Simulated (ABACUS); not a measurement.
# Pb (Fm-3m) in ABACUS: notebook

One crystal, Pb, is run at these levels: RPBE; tasks: single point, relaxation of cell and atoms.

Program: ABACUS 3.10.1. These are calculated values, not measurements. Logs are shortened: lines on timing, memory, paths and dates and some standing lists are left out, and cuts for length are marked.

## 1. The crystal as given

Symmetry: Fm-3m, No. 225, cubic system. Conventional cell: a = 4.950 Å, b = 4.950 Å, c = 4.950 Å, α = 90.00°, β = 90.00°, γ = 90.00°. Pb (site symmetry m-3m) is surrounded by 12 Pb at 3.50 Å.

## 2. Single point, RPBE

The input, INPUT:

```
INPUT_PARAMETERS
suffix              Pb
calculation         scf
basis_type          pw
pseudo_dir          ./
latname             fcc
symmetry            1
dft_functional      GGA_X_RPBE+GGA_C_PBE
ecutwfc             40
pseudo_rcut         10
nspin               1
nbands              17
ks_solver           dav
smearing_method     fd
smearing_sigma      0.00367493
scf_thr             1e-08
scf_nmax            100
mixing_type         broyden
mixing_beta         0.7
cal_force           1
cal_stress          1
ecutrho             320
out_chg             1
out_pot             2
out_elf             0
kpar                4
```

The input, STRU:

```
ATOMIC_SPECIES
Pb 207.2000 pb_pbe_v1.uspp.F.UPF

LATTICE_CONSTANT
9.3542199059

ATOMIC_POSITIONS
Direct

Pb
0.0
1
0.0000000000 0.0000000000 0.0000000000 1 1 1
```

The input, KPT:

```
K_POINTS
0
Gamma
7 7 7 0 0 0
```

Potentials or basis: GBRV ultrasoft 1.5 PBE, plane waves.

The run is started by

```
$ OMP_NUM_THREADS=1 mpirun -np 4 abacus > log
```

running log:

```text
ABACUS v3.10.1

               Atomic-orbital Based Ab-initio Computation at UStc

 ------------------------------------------------------------------------------------

 READING GENERAL INFORMATION
                           global_out_dir = OUT.Pb/
                           global_in_card = INPUT
                               pseudo_dir = ./
                              orbital_dir =
                                    DSIZE = 4
                                    GSIZE = 1

 READING UNITCELL INFORMATION
                                    ntype = 1
                  lattice constant (Bohr) = 9.35422
              lattice constant (Angstrom) = 4.95004

 READING ATOM TYPE 1
                               atom label = Pb
                      L=0, number of zeta = 1
                      L=1, number of zeta = 1
                      L=2, number of zeta = 1
             number of atom for this type = 1

                        TOTAL ATOM NUMBER = 1
DIRECT COORDINATES
    atom                   x                   y                   z     mag                  vx                  vy                  vz
taud_Pb1            0.0000000000        0.0000000000        0.0000000000  0.0000        0.0000000000        0.0000000000        0.0000000000

                          Volume (Bohr^3) = 204.627
                             Volume (A^3) = 30.3225

 Lattice vectors: (Cartesian coordinate: in unit of a_0)
                 -0.5                  +0                +0.5
                   +0                +0.5                +0.5
                 -0.5                +0.5                  +0
 Reciprocal vectors: (Cartesian coordinate: in unit of 2 pi/a_0)
                   -1                  -1                  +1
                   +1                  +1                  +1
                   -1                  +1                  -1
 The esolver type has been set to : ksdft_pw

                PAO radial cut off (Bohr) = 10

 Read in pseudopotential file is pb_pbe_v1.uspp.F.UPF
                     pseudopotential type = US
          exchange-correlation functional = PBE
                 nonlocal core correction = 1
                        valence electrons = 14
                                     lmax = 2
                           number of zeta = 3
                     number of projectors = 6
                           L of projector = 0
                           L of projector = 0
                           L of projector = 1
                           L of projector = 1
                           L of projector = 2
                           L of projector = 2
 XC functional updated to : GGA_X_RPBE+GGA_C_PBE
          exchange-correlation functional = GGA_X_RPBE+GGA_C_PBE
     initial pseudo atomic orbital number = 9

 SETUP THE ELECTRONS NUMBER
            electron number of element Pb = 14
      total electron number of element Pb = 14
            AUTOSET number of electrons:  = 14
                           occupied bands = 7
                                   NBANDS = 17
                                   NLOCAL = 9

%%%%%%%%%%%%%%%%%%%%%%%%%%%%%%%%%%%%%%%%%%%%%%%%%%%%%%%%%%%%%%%%%%%%%%%%%%%%%%%%%%%%%%%%%%%%%%%%%%%%%%%%%%
 Warning: the number of valence electrons in pseudopotential > 4 for Pb: [Xe] 4f14 5d10 6s2 6p2
 Pseudopotentials with additional electrons can yield (more) accurate outcomes, but may be less efficient.
 If you're confident that your chosen pseudopotential is appropriate, you can safely ignore this warning.
%%%%%%%%%%%%%%%%%%%%%%%%%%%%%%%%%%%%%%%%%%%%%%%%%%%%%%%%%%%%%%%%%%%%%%%%%%%%%%%%%%%%%%%%%%%%%%%%%%%%%%%%%%

 SETUP THE PLANE WAVE BASIS
 energy cutoff for charge/potential (unit:Ry) = 160
            fft grid for charge/potential = [ 27, 27, 27 ]
                        fft grid division = [ 1, 1, 1 ]
        big fft grid for charge/potential = [ 40, 40, 40 ]
                                     nbxx = 64000
                                     nrxx = 19683

 SETUP PLANE WAVES FOR CHARGE/POTENTIAL
                    number of plane waves = 6879
                         number of sticks = 475

 PARALLEL PW FOR CHARGE/POTENTIAL
     PROC   COLUMNS(POT)             PW
        1            475           6879
 --------------- sum -------------------
        1            475           6879
                            number of |g| = 120
                                  max |g| = 352
                                  min |g| = 0

 energy cutoff for dense charge/potential (unit:Ry) = 320
[... 33 lines left out ...]
                           BETA  (DEGREE) = 60
                           GAMMA (DEGREE) = 60

 The lattice vectors have been changed (STRU_SIMPLE.cif)

(for optimal symmetric configuration:)
                             BRAVAIS TYPE = 3
                     BRAVAIS LATTICE NAME = 03. Cubic F (face-centered)
                                    ibrav = 3
                                    IBRAV = 3
                                  BRAVAIS = FACE CENTERED CUBIC
                       LATTICE CONSTANT A = 1
Original cell was already a primitive cell.
                        ROTATION MATRICES = 48
              PURE POINT GROUP OPERATIONS = 48
                   SPACE GROUP OPERATIONS = 48
                              POINT GROUP = O_h
               POINT GROUP IN SPACE GROUP = O_h

 SETUP K-POINTS
                                    nspin = 1
                   Input type of k points = Monkhorst-Pack(Gamma)
                                   nkstot = 343
                       right hand lattice = 1
(for reciprocal lattice: )
                             BRAVAIS TYPE = 2
                     BRAVAIS LATTICE NAME = 02. Cubic I (body-centered)
                                    ibrav = 2
                       right hand lattice = 1
(for k-lattice: )
                             BRAVAIS TYPE = 2
                     BRAVAIS LATTICE NAME = 02. Cubic I (body-centered)
                                    ibrav = 2
                       right hand lattice = 1
                        ROTATION MATRICES = 48
                               nkstot_ibz = 20
K-POINTS REDUCTION ACCORDING TO SYMMETRY
     IBZ    DIRECT_X    DIRECT_Y    DIRECT_Z  WEIGHT  ibz2bz
       1  0.00000000  0.00000000  0.00000000  0.0029       0
       2  0.14285714  0.14285714  0.14285714  0.0233       1
       3  0.28571429  0.28571429  0.28571429  0.0233       2
       4  0.42857143  0.42857143  0.42857143  0.0233       3
       5  0.14285714  0.14285714  0.00000000  0.0175       8
       6  0.28571429  0.14285714  0.28571429  0.0700       9
[... 12 lines left out ...]
      19 -0.42857143  0.42857143  0.14285714  0.0700      74
      20 -0.28571429  0.42857143  0.28571429  0.0700      75

                               nkstot now = 20
[... K-POINTS DIRECT COORDINATES: 20 rows ...]

           k-point number in this process = 5
       minimum distributed K point number = 5
[... stars of the k points ...]

[... K-POINTS CARTESIAN COORDINATES: 5 rows ...]

[... K-POINTS DIRECT COORDINATES: 5 rows ...]

 SETUP PLANE WAVES FOR WAVE FUNCTIONS
     energy cutoff for wavefunc (unit:Ry) = 40
              fft grid for wave functions = [ 27, 27, 27 ]
                    number of plane waves = 1067
                         number of sticks = 139

 PARALLEL PW FOR WAVE FUNCTIONS
     PROC   COLUMNS(POT)             PW
        1            139           1067
 --------------- sum -------------------
        1            139           1067

 SETUP NONLOCAL PSEUDOPOTENTIALS IN PLANE WAVE BASIS
 Pb non-local projectors:
 projector 1 L=0
 projector 2 L=0
 projector 3 L=1
 projector 4 L=1
 projector 5 L=2
 projector 6 L=2
      TOTAL NUMBER OF NONLOCAL PROJECTORS = 18

 Init Non-Local PseudoPotential table :
 Init Non-Local-Pseudopotential done.

                                     npwx = 893

 Make real space PAO into reciprocal space.
       max mesh points in Pseudopotential = 789
     dq(describe PAO in reciprocal space) = 0.01
                                    max q = 763

 number of pseudo atomic orbitals for Pb is 3
WARNING: norm of atomic wavefunction # 3 of atomic type Pb is 0.999412, renormalized

 -------------------------------------------
 SELF-CONSISTENT
 -------------------------------------------
                                 init_chg = atomic

 PW ALGORITHM --------------- ION=   1  ELEC=   1--------------------------------

 Notice: Threshold on eigenvalues was too large.
 hsover_error=0.14 > DRHO=0.00158936
 Origin diag ethr = 0.01
 New diag ethr = 1.13526e-05

 Density error is 0.00156866484058
                          Error Threshold = 1.13525625702e-05
----------------------------------------------------------
     Energy           Rydberg                 eV
----------------------------------------------------------
 E_KohnSham     -164.2328970539      -2234.5031989803
 E_Harris       -164.5221514976      -2238.4387075859
 E_Fermi        0.8384744287         11.4080298579
----------------------------------------------------------
[... 39 lines left out ...]
 Density error is 1.21921096504e-09
                          Error Threshold = 3.62385761098e-10
----------------------------------------------------------
     Energy           Rydberg                 eV
----------------------------------------------------------
 E_KohnSham     -164.2331838006      -2234.5071003694
 E_KS(sigma->0) -164.2330599543      -2234.5054153546
 E_Harris       -164.2333866590      -2234.5098603998
 E_band         -2.2834193422        -31.0675139776
 E_one_elec     -30.9574679701       -421.1979600463
 E_Hartree      26.2813831245        357.5765618136
 E_xc           -63.4897312282       -863.8221091921
 E_Ewald        -96.0671200342       -1307.0602229151
 E_entropy(-TS) -0.0002476925        -0.0033700296
 E_descf        0.0000000000         0.0000000000
 E_exx          0.0000000000         0.0000000000
 E_Fermi        0.8338008105         11.3444420193
----------------------------------------------------------

 charge density convergence is achieved
 final etot is -2234.5071004 eV
 EFERMI = 11.344442019 eV
The vacuum level is 12.426394216 eV

 STATE ENERGY(eV) AND OCCUPATIONS    NSPIN == 1
 1/5 kpoint (Cartesian) = 0.0000 0.0000 0.0000 (893 pws)
       1       -5.72286     0.00583090
       2       -5.72286     0.00583090
       3       -5.72286     0.00583090
       4       -5.58459     0.00583090
       5       -5.58459     0.00583090
       6      -0.334857     0.00583090
[... 9 lines left out ...]
      16        26.1801        0.00000
[... 64 lines left out ...]
       5       -5.56177      0.0349854
       6       0.189029      0.0349854
[... 9 lines left out ...]
      16        26.2244        0.00000
      17        26.8334        0.00000

------------------------------------------------------------------------------------------
 TOTAL-FORCE (eV/Angstrom)
------------------------------------------------------------------------------------------
                       Pb1         0.0000000000         0.0000000000         0.0000000000
------------------------------------------------------------------------------------------

----------------------------------------------------------------
 TOTAL-STRESS (KBAR)
----------------------------------------------------------------
        43.3289220439        -0.0000000000        -0.0000000000
         0.0000000000        43.3289220439        -0.0000000000
         0.0000000000         0.0000000000        43.3289220439
----------------------------------------------------------------
 TOTAL-PRESSURE: 43.328922 KBAR

 --------------------------------------------
 !FINAL_ETOT_IS -2234.5071003694297360 eV
 --------------------------------------------
```

Run time: 14 s. Hardware: 4 MPI ranks of Intel Xeon Platinum 8259CL at 2.50GHz (Skylake/Cascade Lake), shared host; peak memory 0.52 GiB.

Results:

```
Free energy            : -2234.5071 eV
Pressure               : 4.3 GPa
Band gap on the k mesh : none (metal or under the smearing width)
```

Levels at points of the mesh, in eV from the Fermi level:
| k point | band 3 | band 4 | band 5 | band 6 | band 7 | band 8 | band 9 | band 10 | band 11 | band 12 |
| --- | --- | --- | --- | --- | --- | --- | --- | --- | --- | --- |
| (0.00, 0.00, 0.00) | -17.07 | -16.93 | -16.93 | -11.68 | 7.50 | 7.50 | 7.50 | 8.22 | 9.84 | 11.39 |

Caveat: the potentials were made for another functional, which shifts forces and pressure.

## 3. Relaxation of cell and atoms, RPBE

The input, run_abacus.py:

```python
"""ABACUS run from a structure file: ASE reads it, the script writes STRU, KPT and INPUT."""
import re
import subprocess
from ase.io import read
from ase.units import Bohr

atoms = read("Pb.xyz")
atoms = atoms[(-atoms.numbers).argsort(kind="stable")]  # ABACUS lists atoms element by element
pseudo = {'Pb': 'pb_pbe_v1.uspp.F.UPF'}
orbital = {}
magmoms = None
kmesh = [7, 7, 7]
params = {
    'suffix': 'Pb',
    'calculation': 'cell-relax',
    'basis_type': 'pw',
    'pseudo_dir': './',
    'symmetry': 1,
    'dft_functional': 'GGA_X_RPBE+GGA_C_PBE',
    'ecutwfc': 40,
    'pseudo_rcut': 10,
    'nspin': 1,
    'nbands': 11,
    'ks_solver': 'dav',
    'smearing_method': 'fd',
    'smearing_sigma': 0.00367493,
    'scf_thr': 1e-08,
    'scf_nmax': 100,
    'mixing_type': 'broyden',
    'mixing_beta': 0.7,
    'cal_force': 1,
    'cal_stress': 1,
    'ecutrho': 320,
    'relax_nmax': 60,
    'force_thr_ev': 0.005,
    'relax_method': 'cg',
    'out_stru': 1,
    'stress_thr': 0.2,
    'kpar': 4,
}

symbols = atoms.get_chemical_symbols()
elements = list(dict.fromkeys(symbols))
lines = ["ATOMIC_SPECIES"] + [f"{e} {atoms.get_masses()[symbols.index(e)]:.4f} {pseudo[e]}" for e in elements]
if orbital:
    lines += ["", "NUMERICAL_ORBITAL"] + [orbital[e] for e in elements]
lines += ["", "LATTICE_CONSTANT", f"{1 / Bohr:.10f}", "", "LATTICE_VECTORS"]
lines += [" ".join(f"{x:.10f}" for x in v) for v in atoms.cell]
lines += ["", "ATOMIC_POSITIONS", "Direct"]
for e in elements:
    lines += ["", e, "0.0", str(symbols.count(e))]
    for i, p in enumerate(atoms.get_scaled_positions(wrap=False)):
        if symbols[i] == e:
            mag = "" if magmoms is None else " mag " + " ".join(str(x) for x in (magmoms[i] if isinstance(magmoms[i], list) else [magmoms[i]]))
            lines.append(" ".join(f"{x:.10f}" for x in p) + " 1 1 1" + mag)
open("STRU", "w").write("\n".join(lines) + "\n")
open("KPT", "w").write("K_POINTS\n0\nGamma\n%d %d %d 0 0 0\n" % tuple(kmesh))
open("INPUT", "w").write("INPUT_PARAMETERS\n" + "".join(f"{k:<20s}{v}\n" for k, v in params.items()))

done = subprocess.run(['mpirun', '-np', '4', 'abacus'])
if done.returncode:
    raise SystemExit(done.returncode)
log = open("OUT.Pb/running_cell-relax.log").read()
print("final energy (eV):", re.findall(r"FINAL_ETOT_IS (\S+)", log))
```

The input, Pb.xyz:

```xyz
1
Lattice="0.0000000000 2.4750200000 2.4750200000 2.4750200000 0.0000000000 2.4750200000 2.4750200000 2.4750200000 0.0000000000" Properties=species:S:1:pos:R:3 pbc="T T T"
Pb     0.0000000000      0.0000000000      0.0000000000
```

Potentials or basis: GBRV ultrasoft 1.5 PBE, plane waves.

The run is started by

```
$ OMP_NUM_THREADS=1 python run_abacus.py > log
```

It took 37 s on 4 MPI ranks of Intel Xeon Platinum 8259CL at 2.50GHz (Skylake/Cascade Lake), shared host; peak memory 0.48 GiB.

It converged, with:

| Item | Value |
| --- | --- |
| Free energy | -2234.5457 eV |
| Relaxed volume | 33.41 Å³/atom |
| Relaxed cell | a = 3.615 Å, b = 3.615 Å, c = 3.615 Å, α = 60.00°, β = 60.00°, γ = 60.00° |
| Space group after relaxing (to 0.05 Å) | Fm-3m (No. 225) |
| Energy gained by relaxing | 38.6 meV/atom |
| Ionic steps | 3 |
| Pressure after relaxing | 0.0 GPa |
| Band gap on the k mesh | none (metal or under the smearing width) |

Step by step:
```csv
step,energy change (eV),largest force (eV/Å),pressure (GPa),volume (Å³)
1,0.0000,0.0000,4.30,30.32
2,-0.0367,0.0000,-0.79,34.18
3,-0.0386,0.0000,0.01,33.41
```

Final structure:
```xyz
1
Lattice="0.0000 2.5563 2.5563 2.5563 0.0000 2.5563 2.5563 2.5563 0.0000" Properties=species:S:1:pos:R:3 pbc="T T T"
Pb    0.0000    0.0000    0.0000
```

Levels at points of the mesh, in eV from the Fermi level:
```csv
k point,band 5,band 6,band 7,band 8,band 9
"(0.00, 0.00, 0.00)",-16.91,-11.05,6.76,6.76,6.76
```

Caveat: the potentials were made for another functional, which shifts forces and pressure; the volume moved by +10 % from the deposited cell, more than functionals usually miss.
